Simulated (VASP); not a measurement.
Here is a VASP 6.6.1 calculation.

Contents of INCAR:

```
PREC = Accurate
ENCUT = 520
EDIFF = 1E-6
ISMEAR = 1
SIGMA = 0.1
LREAL = F
LASPH = T
NELM = 80
ALGO = Normal
ISIF = 2
LWAVE = F
LCHARG = F
LDIPOL = T
IDIPOL = 3
DIPOL = 0.5 0.5 0.500
GGA = PS
LVHAR = T
LVACPOTAV = T
ICORELEVEL = 1
KPAR = 2
```

The input KPOINTS:

```
Automatic mesh
0
Gamma
  12 12 1
```

Contents of POSCAR:

```
Zr
1.0
    3.1860372700      0.0000000000      0.0000000000
   -1.5930188700      2.7591887700      0.0000000000
    0.0000000000      0.0000000000     25.2279560000
Zr
5
Direct
    0.3333330000      0.6666660000      0.2972892500
    0.6666670000      0.3333340000      0.3986446200
    0.3333330000      0.6666660000      0.5000000000
    0.6666670000      0.3333340000      0.6013553800
    0.3333330000      0.6666660000      0.7027107500
```

Potentials or basis: VASP PAW PBE potentials, release 64 (Zr_sv).

The run is started by

```bash
$ cat potpaw_PBE.64/Zr_sv/POTCAR > POTCAR
$ mpirun -np 2 vasp_std > vasp.out
```

**Question.** What does it give for the work function of the lower face?

**Answer.** 4.36 eV.

**Question.** What does it give for the work function of the upper face?

**Answer.** 4.36 eV.

**Question.** What does it give for the largest force?

**Answer.** 0.671 eV/Å.

**Question.** Estimate the band gap on the k mesh.

**Answer.** None (metal or under the smearing width).

Core levels (eV, on the scale of the bands):
| atom | levels |
| --- | --- |
| 1 Zr | 1s -17814.0, 2s -2461.2, 2p -2193.7, 3s -396.4, 3p -309.3, 3d -166.4 |
| 2 Zr | 1s -17813.5, 2s -2460.7, 2p -2193.2, 3s -396.0, 3p -308.9, 3d -166.0 |
| 3 Zr | 1s -17813.5, 2s -2460.7, 2p -2193.2, 3s -395.9, 3p -308.8, 3d -165.9 |
| 4 Zr | 1s -17813.5, 2s -2460.7, 2p -2193.2, 3s -396.0, 3p -308.9, 3d -166.0 |
| 5 Zr | 1s -17814.0, 2s -2461.2, 2p -2193.7, 3s -396.4, 3p -309.3, 3d -166.4 |

Caveat: the PAW data sets were made with another functional, which shifts forces and pressure a little.
